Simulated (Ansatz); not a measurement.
Ag(111): from terraces to steps

Theory: DFT PBEsol, scalar-relativistic, plane waves, PAW in Ansatz.

Cutoff 420 eV, Γ-centred meshes of like density (2×12×1 for the 24-atom cell), Gaussian smearing of 0.10 eV, energies at zero smearing and 0 K, each start's symmetry kept, no spin polarisation.

A (111) slab of relaxed bulk Ag (Fm-3m, 16.66 Å³/atom, gap on the mesh 0.00 eV), 4 planes in a 6×1 cell with the lowest 2 held; added atoms sit on lattice sites of the next plane. A dipole correction is on. The surface energy is the mean of the held and the free face; step energies are per length and the mean of the stripe's two steps, which run along the shortest translation of the plane; step and island energies count from the flat slab and bulk atoms.

The flat slab gives a surface energy of 0.99 J/m² (62.1 meV/Å²); planes follow at h = 2.34 Å, and an atom takes 7.12 Å² of its plane.

Task: Estimate the step energy β from the surface energy and compare with the stripes.

Result: A step opens a strip of height h, so a first guess is γh = 62.1 × 2.34 = 145 meV/Å. Computed: 103 meV/Å for the stripe 2 surface cells wide, 106 meV/Å for the stripe 3 surface cells wide, 0.71 and 0.73 of the guess. The step costs less than a free strip of the same face. The two widths differ by 3 meV/Å (before rounding), from step–step interaction and confinement in so narrow a cell, or from the k mesh, which in a metal moves β by several meV/Å. A vicinal face tilted by θ holds tan θ/h steps per length, so its energy per terrace area is γ + (β/h) tan θ for far-apart steps, with β/h = 0.72 J/m². On fcc(111) the stripe's two edges are unlike, with (100) and (111) microfacets at 55° and 71°, while a vicinal face holds one kind, so this slope is the mean of two tilts.

Slabs of three or four planes are thin, so both faces still feel each other.

Small energy differences in metals hang on the k mesh (about 10 mJ/m² or 1 to 2 meV/atom on the mesh of the relaxation).

Cost: 3 runs of about 110 core-minutes in all, on Arm Neoverse V1 (shared hosts).